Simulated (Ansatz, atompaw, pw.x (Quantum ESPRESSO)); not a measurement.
Equation-of-state test of one PAW (atompaw) potential (Li (Z = 3))

atompaw 4.2.0.5 input, output lines left out:

```
Li 3
GGA-PBE scalarrelativistic loggrid 1500 logderivrange -2 5 176
2 2 0 0 0 0
2 0 1
2 1 0
0 0 0
c
v
v
2
3.00 3.00 2.40 2.15
y
0.3
n
y
4.45
n
y
0.05
y
2.45
n
custom rrkj vanderbiltortho sinc
3 1 vpsmatchnc
2.60
3.00
3.00
3.00
3.00
3.00
```

Atomic tests: cutoffs needed: 6 Ry and 6 Ry (the cutoffs (Ry, on a coarse ladder) from which the occupation-weighted sum of valence levels, in a spherical-Bessel basis at the reference potential, stays within 10 and 1 mRy of its value at 400 Ry); ghost test: no extra level below or beside the all-electron valence levels (s, p, d, f tested) (spherical-Bessel basis up to 400 Ry, 20 bohr box); lowest eigenvalue of the overlap operator: 0.27 (s channel).

Crystal test: diamond Li in pw.x 7.5, no spin, 8³ k-points, Fermi–Dirac smearing 0.01 Ry, cutoffs 40/400 Ry. The lattice is a test structure that the element need not adopt, and mesh and smearing are coarse.

pw.x input:

```
&control
  calculation='scf', prefix='x', pseudo_dir='./', outdir='./tmp', tstress=.true., disk_io='low'
/
&system
  ibrav=0, nat=2, ntyp=1, ecutwfc=40, ecutrho=400, nbnd=8,
  occupations='smearing', smearing='fd', degauss=0.01
/
&electrons
  conv_thr=1e-09, mixing_beta=0.4, electron_maxstep=70
/
ATOMIC_SPECIES
Li 1.0 Li.UPF
CELL_PARAMETERS angstrom
  0.00000000 2.96874968 2.96874968
  2.96874968 0.00000000 2.96874968
  2.96874968 2.96874968 0.00000000
ATOMIC_POSITIONS crystal
Li 0.0000 0.0000 0.0000
Li 0.2500 0.2500 0.2500
K_POINTS automatic
8 8 8 0 0 0
```

```bash
pw.x < Li.scf.in > Li.scf.out
```

How does the run end?

It converges; the pressure is -0.00 GPa against -0.02 GPa from all-electron LAPW. The largest radius (3.00 bohr) exceeds half the bond length (2.43 bohr), so the spheres overlap, which is one possible source of error among others. The log shows:

```
     using ibrav=0 with symmetry is DISCOURAGED, use correct ibrav instead
     lattice parameter (alat)  =       7.9339  a.u.
     unit-cell volume          =     353.1403 (a.u.)^3
     number of electrons       =         2.00
     number of Kohn-Sham states=            8
     kinetic-energy cutoff     =      40.0000  Ry
     charge density cutoff     =     400.0000  Ry
     scf convergence threshold =      1.0E-09
     Exchange-correlation= SLA PW PBX PBC
     number of k points=    29  Fermi-Dirac smearing, width (Ry)=  0.0100
     iteration #  1     ecut=    40.00 Ry     beta= 0.40
     total energy              =      -7.60834024 Ry
     estimated scf accuracy    <       0.00088729 Ry
     iteration #  2     ecut=    40.00 Ry     beta= 0.40
     total energy              =      -7.60485248 Ry
     estimated scf accuracy    <       0.00037950 Ry
     iteration #  3     ecut=    40.00 Ry     beta= 0.40
     total energy              =      -7.60506343 Ry
     estimated scf accuracy    <       0.00003293 Ry
     iteration #  4     ecut=    40.00 Ry     beta= 0.40
     total energy              =      -7.60506446 Ry
     estimated scf accuracy    <       0.00000520 Ry
     [... 2 iterations left out ...]
     iteration #  7     ecut=    40.00 Ry     beta= 0.40
     total energy              =      -7.60507819 Ry
     estimated scf accuracy    <          2.4E-09 Ry
     iteration #  8     ecut=    40.00 Ry     beta= 0.40
     total energy              =      -7.60507822 Ry
     estimated scf accuracy    <          8.5E-09 Ry
     iteration #  9     ecut=    40.00 Ry     beta= 0.40
     total energy              =      -7.60507822 Ry
     estimated scf accuracy    <          1.4E-09 Ry
     iteration # 10     ecut=    40.00 Ry     beta= 0.40
     the Fermi energy is     0.0240 ev
!    total energy              =      -7.60507822 Ry
     estimated scf accuracy    <          2.9E-10 Ry
     smearing contrib. (-TS)   =      -0.00364413 Ry
     convergence has been achieved in  10 iterations
          total   stress  (Ry/bohr**3)                   (kbar)     P=       -0.02
```
